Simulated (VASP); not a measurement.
# Mn (P6_3/mmc) in VASP: notebook

One crystal, Mn, is run at these levels: PBE; tasks: single point.

Program: VASP 6.6.1. These are calculated values, not measurements. Logs are shortened: lines on timing, memory, paths and dates and some standing lists are left out, and cuts for length are marked.

## Step 1: The crystal as given

Symmetry: P6_3/mmc, No. 194, hexagonal system. Conventional cell: a = 2.484 Å, b = 2.484 Å, c = 4.026 Å, α = 90.00°, β = 90.00°, γ = 120.00°. Mn (site symmetry -6m2) has 12 Mn at 2.47 to 2.48 Å as nearest neighbours.

This isn't the form of Mn at room conditions, which is a 58-atom cubic cell.

## Step 2: Single point, PBE, collinear spin, ferromagnetic start

INCAR

```
PREC = Accurate
ENCUT = 340
EDIFF = 1E-6
ISMEAR = 1
SIGMA = 0.1
LREAL = F
LASPH = T
NELM = 100
ALGO = Normal
ISIF = 2
LWAVE = F
LCHARG = F
ISPIN = 2
MAGMOM = 4 4
LORBIT = 11
LMAXMIX = 4
GGA = PE
ADDGRID = F
```

KPOINTS

```
regular mesh
0
Gamma
  9 9 5
```

POSCAR

```
Mn
1.0
    2.4836457705      0.0000000000      0.0000000000
   -1.2418228853      2.1509003313      0.0000000000
    0.0000000000      0.0000000000      4.0261950000
Mn
2
Direct
    0.3333333333      0.6666666667      0.2500000000
    0.6666666667      0.3333333333      0.7500000000
```

Potentials or basis: VASP PAW PBE potentials, release 64 (Mn_pv).

Run with:

```sh
> cat potpaw_PBE.64/Mn_pv/POTCAR > POTCAR
> mpirun -np 1 vasp_std > vasp.out
```

OUTCAR:

```text
PREC = Accurate
   ENCUT = 340
   EDIFF = 1E-6
   ISMEAR = 1
   LREAL = F
   LASPH = T
   NELM = 100
   ISIF = 2
   ISPIN = 2
   LORBIT = 11
   GGA = PE

 Found     36 irreducible k-points:

 Following reciprocal coordinates:
            Coordinates               Weight
  0.000000  0.000000  0.000000      1.000000
  0.111111  0.000000  0.000000      6.000000
  0.222222  0.000000  0.000000      6.000000
  0.333333  0.000000  0.000000      6.000000
  0.444444  0.000000  0.000000      6.000000
  0.111111  0.111111  0.000000      6.000000
   k-points           NKPTS =     36   k-points in BZ     NKDIM =     36   number of bands    NBANDS=     21
   number of dos      NEDOS =    301   number of ions     NIONS =      2
   total plane-waves  NPLWV =   6144
   dimension x,y,z NGX =    16 NGY =   16 NGZ =   24
   dimension x,y,z NGXF=    32 NGYF=   32 NGZF=   48
   ions per type =               2
   NGX,Y,Z   is equivalent  to a cutoff of  10.71, 10.71,  9.91 a.u.
   NGXF,Y,Z  is equivalent  to a cutoff of  21.42, 21.42, 19.82 a.u.
 SYSTEM =  unknown system
   PREC   = accura    normal or accurate (medium, high low for compatibility)
   ISTART =      0    job   : 0-new  1-cont  2-samecut
   ICHARG =      2    charge: 1-file 2-atom 10-const
   ISPIN  =      2    spin polarized calculation?
   LNONCOLLINEAR =      F non collinear calculations
   LSORBIT =      F    spin-orbit coupling
   LASPH  =      T    aspherical Exc in radial PAW
   ENCUT  =  340.0 eV  24.99 Ry    5.00 a.u.   3.73  3.73  6.05*2*pi/ulx,y,z
   NELM   =    100;   NELMIN=  2; NELMDL= -5     # of ELM steps
   EDIFF  = 0.1E-05   stopping-criterion for ELM
   LREAL  =      F    real-space projection
   EDIFFG = 0.1E-04   stopping-criterion for IOM
   NSW    =      0    number of steps for IOM
   IBRION =     -1    ionic relax: 0-MD 1-quasi-New 2-CG
   NFREE  =      0    steps in history (QN), initial steepest desc. (CG)
   ISIF   =      2    stress and relaxation
   ISYM   =      2    0-nonsym 1-usesym 2-fastsym
   POTIM  = 0.5000    time-step for ionic-motion
   TEBEG  =    0.0;   TEEND  =   0.0 temperature during run
   PSTRESS=    0.0 pullay stress
   NELECT =      26.0000    total number of electrons
   NUPDOWN=      -1.0000    fix difference up-down
   EMIN   =  10.00;   EMAX   =-10.00  energy-range for DOS
   EFERMI =   0.00;   METHOD = LEGACY
   ISMEAR =     1;   SIGMA  =   0.10  broadening in eV -4-tet -1-fermi 0-gaus
   EFERMI_NEDOS =   21; number of points for ismear=-14 and -15
   IALGO  =     38    algorithm
   IMIX   =      4    mixing-type and parameters
     AMIX     =   0.40;   BMIX     =  1.00
     AMIX_MAG =   1.60;   BMIX_MAG =  1.00
  volume/ion in A,a.u.               =      10.75        72.57
  Fermi-wavevector in a.u.,A,eV,Ry     =   1.743938  3.295565 41.379665  3.041320
  Thomas-Fermi vector in A             =   2.815914
   LORBIT       =     11    0 simple, 1 ext, 2 COOP (PROOUT), +10 PAW based schemes
   GGA     = PE    functional components
   LHFCALC =     F    Hartree Fock is set to
   AEXX    =    0.0000 exact exchange contribution
   IVDW    =     0    specifies the selected vdW correction
   LEPSILON=     F    determine dielectric tensor
   LRPA    =     F    only Hartree local field effects (RPA)
 spin polarized calculation
 Methfessel and Paxton  Order N= 1 SIGMA  =   0.10
  energy-cutoff  :      340.00
  volume of cell :       21.51
 maximum number of plane-waves:       318
 NGX is ok and might be reduce to    16
   NGX =  7   NGY =  7   NGZ = 13

 number of electron      25.9999985 magnetization       1.2040046

 number of electron      25.9999985 magnetization      -0.0001823

 Free energy of the ion-electron system (eV)
  ---------------------------------------------------
  ext. energy  EPLUGINS =         0.00000000
  ---------------------------------------------------
  free energy    TOTEN  =       -17.89698915 eV

  energy without entropy =      -17.89538774  energy(sigma->0) =      -17.89645535

 E-fermi :  10.3376     XC(G=0): -14.0189

 val. band max:       10.3198659325   @ k =   0.3333   0.2222   0.4000
 cond. band min:      10.3487238556   @ k =   0.1111   0.0000   0.0000
 fundamental gap:      0.0288579231
 Fermi energy:        10.3375569331

 spin component 1

 k-point     1 :       0.0000    0.0000    0.0000
  band No.  band energies     occupation
      1     -37.9167      1.00000
      2     -37.2419      1.00000
      3     -37.2419      1.00000
      4     -37.1465      1.00000
      5     -37.1391      1.00000
      6     -37.1391      1.00000
[... 13 lines left out ...]
     20      31.1200      0.00000
     21      34.3572      0.00000

 k-point     2 :       0.1111    0.0000    0.0000
  band No.  band energies     occupation
      1     -37.8864      1.00000
      2     -37.3083      1.00000
      3     -37.2631      1.00000
      4     -37.2073      1.00000
      5     -37.1580      1.00000
      6     -37.1489      1.00000
[... 13 lines left out ...]
     20      29.9990      0.00000
     21      32.7943      0.00000

 k-point     3 :       0.2222    0.0000    0.0000
  band No.  band energies     occupation
      1     -37.8035      1.00000
      2     -37.4776      1.00000
      3     -37.3752      1.00000
      4     -37.3144      1.00000
      5     -37.1932      1.00000
      6     -37.1759      1.00000
[... 13 lines left out ...]
     20      26.0067      0.00000
     21      30.5213      0.00000

 k-point     4 :       0.3333    0.0000    0.0000
  band No.  band energies     occupation
      1     -37.6911      1.00000
      2     -37.6719      1.00000
      3     -37.5586      1.00000
      4     -37.3704      1.00000
      5     -37.2511      1.00000
      6     -37.2087      1.00000
[... 13 lines left out ...]
     20      22.3990      0.00000
     21      27.9765      0.00000

 k-point     5 :       0.4444    0.0000    0.0000
  band No.  band energies     occupation
      1     -37.7992      1.00000
      2     -37.6746      1.00000
      3     -37.5923      1.00000
      4     -37.4058      1.00000
      5     -37.3143      1.00000
      6     -37.2309      1.00000
[... 13 lines left out ...]
     20      22.2746      0.00000
     21      25.5463      0.00000

 k-point     6 :       0.1111    0.1111    0.0000
  band No.  band energies     occupation
      1     -37.8297      1.00000
      2     -37.4083      1.00000
      3     -37.3613      1.00000
      4     -37.2687      1.00000
      5     -37.1814      1.00000
      6     -37.1801      1.00000
[... 13 lines left out ...]
     20      27.9314      0.00000
     21      29.0095      0.00000

 [... further k-points ...]

 spin component 2

 k-point     1 :       0.0000    0.0000    0.0000
  band No.  band energies     occupation
      1     -37.9168      1.00000
      2     -37.2420      1.00000
      3     -37.2420      1.00000
      4     -37.1466      1.00000
      5     -37.1392      1.00000
      6     -37.1392      1.00000
[... 13 lines left out ...]
     20      31.1200      0.00000
     21      34.3574      0.00000

 k-point     2 :       0.1111    0.0000    0.0000
  band No.  band energies     occupation
      1     -37.8865      1.00000
      2     -37.3084      1.00000
      3     -37.2632      1.00000
      4     -37.2074      1.00000
      5     -37.1581      1.00000
      6     -37.1490      1.00000
[... 13 lines left out ...]
     20      29.9989      0.00000
     21      32.7943      0.00000

 k-point     3 :       0.2222    0.0000    0.0000
  band No.  band energies     occupation
      1     -37.8036      1.00000
      2     -37.4777      1.00000
      3     -37.3753      1.00000
      4     -37.3145      1.00000
      5     -37.1932      1.00000
      6     -37.1760      1.00000
[... 13 lines left out ...]
     20      26.0067      0.00000
     21      30.5212      0.00000

 k-point     4 :       0.3333    0.0000    0.0000
  band No.  band energies     occupation
      1     -37.6912      1.00000
      2     -37.6720      1.00000
      3     -37.5587      1.00000
      4     -37.3705      1.00000
      5     -37.2512      1.00000
      6     -37.2088      1.00000
[... 13 lines left out ...]
     20      22.3989      0.00000
     21      27.9764      0.00000

 k-point     5 :       0.4444    0.0000    0.0000
  band No.  band energies     occupation
      1     -37.7993      1.00000
      2     -37.6747      1.00000
      3     -37.5924      1.00000
      4     -37.4059      1.00000
      5     -37.3144      1.00000
      6     -37.2310      1.00000
[... 13 lines left out ...]
     20      22.2745      0.00000
     21      25.5463      0.00000

 k-point     6 :       0.1111    0.1111    0.0000
  band No.  band energies     occupation
      1     -37.8298      1.00000
      2     -37.4084      1.00000
      3     -37.3614      1.00000
      4     -37.2688      1.00000
      5     -37.1815      1.00000
      6     -37.1802      1.00000
[... 13 lines left out ...]
     20      27.9314      0.00000
     21      29.0094      0.00000

 [... further k-points ...]

------------------------ aborting loop because EDIFF is reached ----------------------------------------

  FORCE on cell =-STRESS in cart. coord.  units (eV):
  Direction    XX          YY          ZZ          XY          YZ          ZX
  --------------------------------------------------------------------------------------
  -------------------------------------------------------------------------------------
  Total       -0.1556408     -0.1556408     -0.4117967      0.0000000      0.0000000      0.0000000
  in kB      -11.5938932    -11.5938932    -30.6752901      0.0000000      0.0000000      0.0000000
  external PRESSURE =     -17.9543588 kB  Pullay stress =       0.0000000 kB

 VOLUME and BASIS-vectors are now :
 -----------------------------------------------------------------------------
  energy-cutoff  :      340.00
  volume of cell :       21.51
      direct lattice vectors                 reciprocal lattice vectors
     2.483645770  0.000000000  0.000000000     0.402633907  0.232460795  0.000000000
    -1.241822885  2.150900331  0.000000000     0.000000000  0.464921589  0.000000000
     0.000000000  0.000000000  4.026195000     0.000000000  0.000000000  0.248373464

 POSITION                                       TOTAL-FORCE (eV/Angst)
 -----------------------------------------------------------------------------------
     -0.00000      1.43393      1.00655        -0.000000     -0.000000      0.000000
      1.24182      0.71697      3.01965         0.000000      0.000000      0.000000
 -----------------------------------------------------------------------------------
    total drift:                               -0.000000      0.000000     -0.000000

  FREE ENERGIE OF THE ION-ELECTRON SYSTEM (eV)
  ---------------------------------------------------
  free  energy   TOTEN  =       -17.8969891475 eV

  energy  without entropy=      -17.8953877410  energy(sigma->0) =      -17.89645535

 total charge

# of ion       s       p       d       tot
------------------------------------------
    1        0.427   6.400   5.152  11.980
    2        0.427   6.400   5.152  11.980
--------------------------------------------------
tot          0.855  12.801  10.304  23.960

 magnetization (x)

# of ion       s       p       d       tot
------------------------------------------
    1       -0.000  -0.000  -0.000  -0.000
    2       -0.000  -0.000  -0.000  -0.000
--------------------------------------------------
tot         -0.000  -0.000  -0.000  -0.000
```

It took 37 s on 1 thread of AMD EPYC, shared host; peak memory 0.09 GiB.

These settings aren't checked as converged: the numbers below hold their error.

Results:

| Item | Value |
| --- | --- |
| Free energy | -17.8970 eV |
| Pressure | -1.8 GPa |
| Band gap on the k mesh | none (metal or under the smearing width) |
| Net moment | 0.00 μB per cell |
| Valence electrons inside the program's atomic spheres | Mn 11.98 |

Caveat: the starting moments collapsed, and a magnetic state may lie lower.

## Step 3: Single point, PBE, collinear spin, ferromagnetic start

INCAR is that of step 2.

KPOINTS is that of step 2.

POSCAR

```
Mn
1.0
    2.4836457705      0.0000000000      0.0000000000
   -1.2418228853      2.1509003313      0.0000000000
    0.0000000000      0.0000000000      4.0261950000
Mn
2
Direct
    0.3276130000      0.6533230000      0.2419640000
    0.6727760000      0.3616470000      0.7542400000
```

Potentials or basis: VASP PAW PBE potentials, release 64 (Mn_pv).

Run with:

```sh
> cat potpaw_PBE.64/Mn_pv/POTCAR > POTCAR
> mpirun -np 1 vasp_std > vasp.out
```

Run time: 2.5 min. Hardware: 1 thread of AMD EPYC, shared host; peak memory 0.14 GiB.

The run converged, but some of its settings lie outside the range that counts as converged, so its numbers aren't taken as properties of the crystal.

What came out:

* Free energy: -17.8853 eV
* Pressure: -1.4 GPa
* Largest force: 0.241 eV/Å
* Band gap on the k mesh: none (metal or under the smearing width)
* Net moment: 0.00 μB per cell
* Valence electrons inside the program's atomic spheres: Mn 11.98

Caveat: the starting moments collapsed, and a magnetic state may lie lower.

## Step 4: Single point, PBE, collinear spin, ferromagnetic start

INCAR: that of step 3 with these lines changed.

```diff
@@ -1,3 +1,3 @@
 PREC = Accurate
-ENCUT = 340
+ENCUT = 280
 EDIFF = 1E-6
```

KPOINTS

```
regular mesh
0
Gamma
  11 11 6
```

POSCAR

```
Mn
1.0
    2.4836457705      0.0000000000      0.0000000000
   -1.2418228853      2.1509003313      0.0000000000
    0.0000000000      0.0000000000      4.0261950000
Mn
2
Direct
    0.3333333333      0.6666666667      0.2500000000
    0.6666666667      0.3333333333      0.7500000000
```

Run with:

```sh
> cat potpaw_PBE.64/Mn_pv/POTCAR > POTCAR
> mpirun -np 1 vasp_std > vasp.out
```

It took 58 s on 1 thread of AMD EPYC, shared host; peak memory 0.1 GiB.

The run converged, but some of its settings lie outside the range that counts as converged, so its numbers aren't taken as properties of the crystal.

What came out:

| Item | Value |
| --- | --- |
| Free energy | -17.8688 eV |
| Band gap on the k mesh | none (metal or under the smearing width) |
| Net moment | 0.00 μB per cell |
| Valence electrons inside the program's atomic spheres | Mn 11.99 |

Caveat: the cutoff is under 1.25 times the usual one of these potentials, so pressure, stress and relaxed cells hold a basis-set (Pulay) error; the starting moments collapsed, and a magnetic state may lie lower.

## Step 5: Single point, PBE, collinear spin, ferromagnetic start

INCAR is that of step 4.

KPOINTS is that of step 4.

POSCAR

```
Mn
1.0
    2.4836457705      0.0000000000      0.0000000000
   -1.2418228853      2.1509003313      0.0000000000
    0.0000000000      0.0000000000      4.0261950000
Mn
2
Direct
    0.3276130000      0.6533230000      0.2419640000
    0.6727760000      0.3616470000      0.7542400000
```

Run with:

```sh
> cat potpaw_PBE.64/Mn_pv/POTCAR > POTCAR
> mpirun -np 1 vasp_std > vasp.out
```

It took 3.5 min on 1 thread of AMD EPYC, shared host; peak memory 0.17 GiB.

These settings aren't checked as converged: the numbers below hold their error.

Results:

```yaml
Free_energy: -17.8585 eV
Largest_force: 0.212 eV/Å
Band_gap_on_the_k_mesh: none (metal or under the smearing width)
Net_moment: 0.00 μB per cell
Valence_electrons_inside_the_program's_atomic_spheres: Mn 11.99
```

Caveat: the cutoff is under 1.25 times the usual one of these potentials, so pressure, stress and relaxed cells hold a basis-set (Pulay) error; the starting moments collapsed, and a magnetic state may lie lower.
